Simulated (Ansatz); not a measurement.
## Mg: Mg vacancy

Theory: Ansatz 0.2.0, DFT PBE, scalar-relativistic, plane waves, PAW. Run with 420 eV cutoff, 3×3×3 k-mesh, Gaussian smearing of 0.10 eV, no spin polarisation.

Host crystal, relaxed:

```
CELL_PARAMETERS angstrom
3.20885 0.00000 0.00000
-1.60442 2.77894 0.00000
0.00000 0.00000 5.14592
ATOMIC_POSITIONS crystal
Mg 0.33333 0.66667 0.25000
Mg 0.66667 0.33333 0.75000
```

Supercell of 72 atoms, rows in host cell vectors: 2 -2 1; 2 4 1; -4 -2 1. Atoms relax at the host's cell, keeping the symmetry that the supercell leaves at the site. The cell is small, so energies carry finite-size errors of tenths of an eV. The host is a metal. Atoms are taken from and returned to the elements' standard states.

Defect: Mg vacancy at (0.333, 0.667, 0.250) of the host cell.

Question: What is the formation energy of the neutral defect?

Answer: 0.76 eV.

Question: Does the neutral defect carry a moment, and how do its surroundings relax?

Answer: The neutral run had no spin polarisation, so a moment wasn't tested. The nearest neighbours before are 6 Mg at 3.17 Å, 6 Mg at 3.21 Å; after relaxation the atoms near the site are 6 Mg at 3.12 Å, 6 Mg at 3.18 Å; the largest move is 0.05 Å.

Cost: 2 runs of about 52 core-minutes in all, on Intel Xeon Processor @ 2.10GHz (Emerald Rapids) (shared hosts).